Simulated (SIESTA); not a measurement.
The system is Ge.

```xyz
2
Lattice="-2.4959 2.6509 1.4369 2.4959 -2.6509 1.4369 2.4959 2.6509 -1.4369" Properties=species:S:1:pos:R:3 pbc="T T T"
Ge    0.0000    1.3254    0.1841
Ge    2.4959    1.3254    1.2529
```

This isn't the form of Ge at room conditions, which is diamond.

Base run:

```yaml
Program: SIESTA 5.4.2
Functional: PBEsol
Potentials_or_basis: PseudoDojo 0.4 standard (PBEsol files)
Basis: DZP (energy shift 0.003 Ry; two zetas on semicore shells)
Grid_cutoff: 800 Ry
Energy_shift: 0.003 Ry
k_mesh: 11 × 11 × 11
Occupations: fermi-dirac, width 0.05 eV
Spin: no spin polarisation
```

Its results: band gap on the k mesh none (metal or under the smearing width); pressure -0.8 GPa.

Problem. The run is repeated on the same cell with these changes: basis from DZP (energy shift 0.003 Ry; two zetas on semicore shells) to SZP (energy shift 0.003 Ry); k mesh from 11 × 11 × 11 to 8 × 8 × 8. What comes out?

Solution. Band gap on the k mesh none (metal or under the smearing width); pressure 2.0 GPa.

Several settings changed at once, so the effect can't be laid on one alone.

Caveats: the basis of atomic orbitals isn't converged, which shifts pressures, moduli and gaps; the cell is metallic, so the lowest bands form no isolated group (some runs); random starting centres can end in a local minimum of the spread (some runs).

Not every run made on this cell is shown here.
